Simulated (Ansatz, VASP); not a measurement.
One calculation of BaZrO3, two programs

```
CELL_PARAMETERS angstrom
4.19134 0.00000 0.00000
0.00000 4.19134 0.00000
0.00000 0.00000 4.19134
ATOMIC_POSITIONS crystal
Ba 0.00000 0.00000 0.00000
Zr 0.50000 0.50000 0.50000
O 0.00000 0.50000 0.50000
O 0.50000 0.00000 0.50000
O 0.50000 0.50000 0.00000
```

Alike in both runs: task relaxation of cell and atoms; functional PBE; k mesh 6 × 6 × 6; occupations gaussian, width 0.02 eV; no spin polarisation.

|  | VASP | Ansatz |
| --- | --- | --- |
| version | VASP 6.6.1 | Ansatz 0.2.0 |
| potentials or method | VASP PAW PBE potentials, release 64 (Ba_sv, Zr_sv, O) | scalar-relativistic, plane waves, PAW |
| plane-wave cutoff (eV) | 600 | 420 |
| valence electrons in the cell | 40 | 40 |

```tsv
	VASP	Ansatz	Ansatz less VASP
gap on the k mesh at the Fermi level, each at its own relaxed structure (eV)	3.12	3.18	+0.059
relaxed volume (Å³/atom)	15.19	15.11	-0.085
relaxed cell length with the largest relative difference (Å)	4.235	4.227	-0.0079
energy change over the relaxation (meV/atom)	-7	-5	+2.2
```

Caveats: spin-orbit coupling is left out, which moves the levels of the heavy elements. PBE usually gives volumes a little too large and moduli too small. A k mesh can miss the band edges.
